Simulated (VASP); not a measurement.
A run of VASP 6.6.1 is set up as follows.

The input POSCAR:

```
LiCl
1.0
    0.0000000000      2.7330425439      2.7330425439
    2.7330425439      0.0000000000      2.7330425439
    2.7330425439      2.7330425439      0.0000000000
Li Cl
1 1
Direct
    0.0000000000      0.0000000000      0.0000000000
    0.2500000000      0.2500000000      0.2500000000
```

File INCAR.step1:

```
SYSTEM = LiCl
PREC     = Accurate       ! precision mode
ENCUT    = 520            ! plane-wave cutoff, eV
ISMEAR   = 0              ! smearing method
SIGMA    = 0.01           ! smearing width, eV
LREAL    = .False.        ! projectors in reciprocal space
LASPH    = .True.         ! aspherical terms in the spheres
NELM     = 60             ! most SCF steps
NBANDS   = 12             ! bands
GGA      = PE             ! functional
ALGO     = Normal         ! electronic algorithm
EDIFF    = 1E-4           ! SCF threshold, eV
LWAVE    = .True.         ! write WAVECAR
LCHARG   = .False.        ! write CHGCAR
```

INCAR.step2

```
SYSTEM = LiCl
PREC     = Accurate       ! precision mode
ENCUT    = 520            ! plane-wave cutoff, eV
EDIFF    = 1E-7           ! SCF threshold, eV
ISMEAR   = 0              ! smearing method
SIGMA    = 0.01           ! smearing width, eV
LREAL    = .False.        ! projectors in reciprocal space
LASPH    = .True.         ! aspherical terms in the spheres
NELM     = 60             ! most SCF steps
ALGO     = Normal         ! electronic algorithm
ISIF     = 2              ! what is computed and relaxed
LWAVE    = .False.        ! write WAVECAR
LCHARG   = .False.        ! write CHGCAR
METAGGA  = R2SCAN         ! meta-GGA
LMIXTAU  = .True.       
NBANDS   = 12             ! bands
ISTART   = 1
```

KPOINTS

```
regular mesh
0
Gamma
  6 6 6
  0 0 0
```

Potentials or basis: VASP PAW PBE potentials, release 64 (Li_sv, Cl).

Command:

```sh
$ cat potpaw_PBE.64/Li_sv/POTCAR potpaw_PBE.64/Cl/POTCAR > POTCAR
$ cp INCAR.step1 INCAR
$ mpirun -np 1 vasp_std > vasp.out
$ cp INCAR.step2 INCAR
$ mpirun -np 1 vasp_std > vasp.out
```

Question: What does it give for the band gap on the k mesh?

Answer: 6.77 eV, direct.

Caveat: the PAW data sets were made with another functional, which shifts forces and pressure a little. r2SCAN opens gaps a little over a GGA but as a rule still falls short of measured ones.
